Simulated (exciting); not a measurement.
# Ag (P6_3/mmc) in exciting: equation of state, part 2 of 2

exciting (release sodium).

## (3) Equation of state, PBEsol, 17.31 Å³/atom (volume scaled by 0.96)

input.xml reads:

```xml
<input>
  <title>Ag</title>
  <structure speciespath="./" tshift="false">
    <crystal scale="1">
      <basevect>5.380414078568 0.000000000000 0.000000000000</basevect>
      <basevect>-2.690207039284 4.659575274779 0.000000000000</basevect>
      <basevect>0.000000000000 0.000000000000 18.641861542878</basevect>
    </crystal>
    <species speciesfile="Ag.xml" rmt="2.3">
      <atom coord="0.000000000000 0.000000000000 0.500000000000"/>
      <atom coord="0.000000000000 0.000000000000 0.000000000000"/>
      <atom coord="0.666666666700 0.333333333300 0.750000000000"/>
      <atom coord="0.333333333300 0.666666666700 0.250000000000"/>
    </species>
  </structure>
  <groundstate do="fromscratch" ngridk="11 11 3" rgkmax="9" gmaxvr="14" lmaxapw="10" lmaxmat="10" lmaxvr="8" xctype="GGA_PBE_SOL" stype="Fermi Dirac" swidth="0.00183747" nempty="30" ValenceRelativity="iora*" epsengy="1e-05" epspot="1e-05" maxscl="60" outputlevel="normal"/>
</input>
```

Potentials or basis: all-electron LAPW+lo, shipped species files, valence relativity iora*.

Launch:

```bash
OMP_NUM_THREADS=1 exciting_smp
```

Run time: 6.1 min. Hardware: 1 thread of Intel Xeon Platinum 8375C at 2.90GHz (Ice Lake), shared host; peak memory 0.21 GiB.

It converged, with:

| Property | Result |
| --- | --- |
| Free energy | -578491.7441 eV |
| Band gap on the k mesh | none (metal or under the smearing width) |
| All electrons inside the program's atomic spheres | Ag 45.23 (radii Ag 2.3 bohr) |

Caveat: the log's total energy holds no entropy term; the free energy is that total less TS from the occupations.

## (4) Equation of state, PBEsol, 17.67 Å³/atom (volume scaled by 0.98)

Edit input.xml of step 3 so:

```diff
@@ -4,5 +4,5 @@
     <crystal scale="1">
-      <basevect>5.380414078568 0.000000000000 0.000000000000</basevect>
-      <basevect>-2.690207039284 4.659575274779 0.000000000000</basevect>
-      <basevect>0.000000000000 0.000000000000 18.641861542878</basevect>
+      <basevect>5.417521555034 0.000000000000 0.000000000000</basevect>
+      <basevect>-2.708760777612 4.691711292260 0.000000000000</basevect>
+      <basevect>0.000000000000 0.000000000000 18.770430168091</basevect>
     </crystal>
```

Launch:

```bash
OMP_NUM_THREADS=1 exciting_smp
```

Run time: 4.6 min. Hardware: 1 thread of Intel Xeon Platinum 8375C at 2.90GHz (Ice Lake), shared host; peak memory 0.21 GiB.

It converged, with:

```
Free energy                                       : -578491.7035 eV
Band gap on the k mesh                            : none (metal or under the smearing width)
All electrons inside the program's atomic spheres : Ag 45.22 (radii Ag 2.3 bohr)
```

Caveat: the log's total energy holds no entropy term; the free energy is that total less TS from the occupations.

## (5) Equation of state, PBEsol, 18.04 Å³/atom

Edit input.xml of step 4 so:

```diff
@@ -4,5 +4,5 @@
     <crystal scale="1">
-      <basevect>5.417521555034 0.000000000000 0.000000000000</basevect>
-      <basevect>-2.708760777612 4.691711292260 0.000000000000</basevect>
-      <basevect>0.000000000000 0.000000000000 18.770430168091</basevect>
+      <basevect>5.454127540895 0.000000000000 0.000000000000</basevect>
+      <basevect>-2.727063770447 4.723413005890 0.000000000000</basevect>
+      <basevect>0.000000000000 0.000000000000 18.897261246258</basevect>
     </crystal>
```

Potentials or basis: all-electron LAPW+lo, shipped species files, valence relativity iora*.

Launch:

```bash
OMP_NUM_THREADS=1 exciting_smp
```

INFO.OUT:

```text
================================================================================
EXCITING SODIUM started
[... 10 lines left out ...]

 Lattice vectors (cartesian) :
      5.4541275409      0.0000000000      0.0000000000
     -2.7270637704      4.7234130059      0.0000000000
      0.0000000000      0.0000000000     18.8972612463

 Reciprocal lattice vectors (cartesian) :
      1.1520055701      0.6651107260     -0.0000000000
      0.0000000000      1.3302214520      0.0000000000
      0.0000000000     -0.0000000000      0.3324918476

[... 582 lines left out ...]
 Charge distance                   (target) :  0.117665E-09  ( 0.100000E-04)

++++++++++++++++++++++++++++++++++++++++++++++++++++++++++++++++++++++++++++++++
| Convergency criteria checked for the last 2 iterations                       +
| Convergence targets achieved. Performing final SCF iteration                 +
++++++++++++++++++++++++++++++++++++++++++++++++++++++++++++++++++++++++++++++++
 Total energy                               :    -21259.17532860
 _______________________________________________________________
 Fermi energy                               :         0.26885434
 Kinetic energy                             :     22240.27109063
 Coulomb energy                             :    -42911.77014100
 Exchange energy                            :      -576.29018824
 Correlation energy                         :       -11.38609000

 DOS at Fermi energy (states/Ha/cell)       :        52.56628199

 Electron charges :
     core                                   :       112.00000000
     core leakage                           :         0.00000011
     valence                                :        76.00000000
     interstitial                           :         7.17220083
     charge in muffin-tin spheres :
                  atom     1    Ag          :        45.20701644
                  atom     2    Ag          :        45.20701644
                  atom     3    Ag          :        45.20688314
                  atom     4    Ag          :        45.20688314
     total charge in muffin-tins            :       180.82779917
     total charge                           :       188.00000000

++++++++++++++++++++++++++++++++++++++++++++++++++++++++++++++++++++++++++++++++
[... 12 lines left out ...]
| EXCITING SODIUM stopped                                                      =
================================================================================
```

LINENGY.OUT:

```text
Species :    1 (Ag), atom :    1
 APW functions :
  l =  0, order =  1 :   0.3325000000
  l =  1, order =  1 :   0.8425000000
  l =  2, order =  1 :   0.1675000000
  l =  3, order =  1 :   0.1500000000
  l =  3, order =  2 :   0.1500000000
  l =  4, order =  1 :   0.1500000000
[... 11 lines left out ...]
  l = 10, order =  1 :   0.1500000000
  l = 10, order =  2 :   0.1500000000
 local-orbital functions :
  l.o. =  1, l =  0, order =  1 :   0.3325000000
  l.o. =  1, l =  0, order =  2 :   0.3325000000
  l.o. =  2, l =  1, order =  1 :   0.8425000000
  l.o. =  2, l =  1, order =  2 :   0.8425000000
  l.o. =  3, l =  2, order =  1 :   0.1675000000
  l.o. =  3, l =  2, order =  2 :   0.1675000000
  l.o. =  4, l =  0, order =  1 :   0.3325000000
  l.o. =  4, l =  0, order =  2 :   0.3325000000
[... 94 lines left out ...]
  l = 10, order =  1 :   0.1500000000
  l = 10, order =  2 :   0.1500000000
 local-orbital functions :
  l.o. =  1, l =  0, order =  1 :   0.3325000000
  l.o. =  1, l =  0, order =  2 :   0.3325000000
  l.o. =  2, l =  1, order =  1 :   0.8425000000
  l.o. =  2, l =  1, order =  2 :   0.8425000000
  l.o. =  3, l =  2, order =  1 :   0.1675000000
  l.o. =  3, l =  2, order =  2 :   0.1675000000
  l.o. =  4, l =  0, order =  1 :   0.3325000000
  l.o. =  4, l =  0, order =  2 :   0.3325000000
  l.o. =  4, l =  0, order =  3 :   -3.102000000
  l.o. =  5, l =  1, order =  1 :   0.8425000000
  l.o. =  5, l =  1, order =  2 :   0.8425000000
  l.o. =  5, l =  1, order =  3 :   -1.759450000
```

WARNINGS.OUT:

```text
Inversion symmetry is present. Consider using input%groundstate%solver%type = "inversionsymmetry"
```

Wall time 4.9 min (1 thread of Intel Xeon Platinum 8375C at 2.90GHz (Ice Lake), shared host); peak memory 0.21 GiB.

What came out:

```yaml
Free_energy: -578491.6460 eV
Band_gap_on_the_k_mesh: none (metal or under the smearing width)
All_electrons_inside_the_program's_atomic_spheres: Ag 45.21 (radii Ag 2.3 bohr)
```

Caveat: the log's total energy holds no entropy term; the free energy is that total less TS from the occupations.

## (6) Equation of state, PBEsol, 18.40 Å³/atom (volume scaled by 1.02)

Edit input.xml of step 5 so:

```diff
@@ -4,5 +4,5 @@
     <crystal scale="1">
-      <basevect>5.454127540895 0.000000000000 0.000000000000</basevect>
-      <basevect>-2.727063770447 4.723413005890 0.000000000000</basevect>
-      <basevect>0.000000000000 0.000000000000 18.897261246258</basevect>
+      <basevect>5.490248643441 0.000000000000 0.000000000000</basevect>
+      <basevect>-2.745124321815 4.754694798377 0.000000000000</basevect>
+      <basevect>0.000000000000 0.000000000000 19.022412318971</basevect>
     </crystal>
```

Potentials or basis: all-electron LAPW+lo, shipped species files, valence relativity iora*.

Launch:

```bash
OMP_NUM_THREADS=1 exciting_smp
```

Run time: 4.6 min. Hardware: 1 thread of Intel Xeon Platinum 8375C at 2.90GHz (Ice Lake), shared host; peak memory 0.21 GiB.

The run converged. Its results:

```yaml
Free_energy: -578491.5754 eV
Band_gap_on_the_k_mesh: none (metal or under the smearing width)
All_electrons_inside_the_program's_atomic_spheres: Ag 45.20 (radii Ag 2.3 bohr)
```

Caveat: the log's total energy holds no entropy term; the free energy is that total less TS from the occupations.

## (7) Equation of state, PBEsol, 18.76 Å³/atom (volume scaled by 1.04)

Edit input.xml of step 6 so:

```diff
@@ -4,5 +4,5 @@
     <crystal scale="1">
-      <basevect>5.490248643441 0.000000000000 0.000000000000</basevect>
-      <basevect>-2.745124321815 4.754694798377 0.000000000000</basevect>
-      <basevect>0.000000000000 0.000000000000 19.022412318971</basevect>
+      <basevect>5.525900607681 0.000000000000 0.000000000000</basevect>
+      <basevect>-2.762950303935 4.785570305038 0.000000000000</basevect>
+      <basevect>0.000000000000 0.000000000000 19.145937938089</basevect>
     </crystal>
```

Launch:

```bash
OMP_NUM_THREADS=1 exciting_smp
```

It took 5.9 min on 1 thread of Intel Xeon Platinum 8375C at 2.90GHz (Ice Lake), shared host; peak memory 0.21 GiB.

It converged, with:

```yaml
Free_energy: -578491.4926 eV
Band_gap_on_the_k_mesh: none (metal or under the smearing width)
All_electrons_inside_the_program's_atomic_spheres: Ag 45.19 (radii Ag 2.3 bohr)
```

Caveat: the log's total energy holds no entropy term; the free energy is that total less TS from the occupations.

## (8) Equation of state, PBEsol, 19.12 Å³/atom (volume scaled by 1.06)

Edit input.xml of step 7 so:

```diff
@@ -4,5 +4,5 @@
     <crystal scale="1">
-      <basevect>5.525900607681 0.000000000000 0.000000000000</basevect>
-      <basevect>-2.762950303935 4.785570305038 0.000000000000</basevect>
-      <basevect>0.000000000000 0.000000000000 19.145937938089</basevect>
+      <basevect>5.561098375870 0.000000000000 0.000000000000</basevect>
+      <basevect>-2.780549187840 4.816052466339 0.000000000000</basevect>
+      <basevect>0.000000000000 0.000000000000 19.267889875305</basevect>
     </crystal>
```

Launch:

```bash
OMP_NUM_THREADS=1 exciting_smp
```

It took 6.5 min on 1 thread of Intel Xeon Platinum 8375C at 2.90GHz (Ice Lake), shared host; peak memory 0.21 GiB.

The run converged. Its results:

```
Free energy                                       : -578491.4013 eV
Band gap on the k mesh                            : none (metal or under the smearing width)
All electrons inside the program's atomic spheres : Ag 45.18 (radii Ag 2.3 bohr)
```

Caveat: the log's total energy holds no entropy term; the free energy is that total less TS from the occupations.

## (9) Equation of state, PBEsol

Potentials or basis: all-electron LAPW+lo, shipped species files, valence relativity iora*.

No new run: the results of the series are fitted here.

Results:

```yaml
Equilibrium_volume: outside the volumes run
```

Energy against volume, from the lowest point:
| volume (Å³/atom) | energy (meV/atom) |
| --- | --- |
| 16.953 | 0.00 |
| 17.314 | 5.83 |
| 17.675 | 15.97 |
| 18.035 | 30.35 |
| 18.396 | 48.00 |
| 18.757 | 68.70 |
| 19.117 | 91.53 |

Caveat: the minimum lies outside the volumes run.
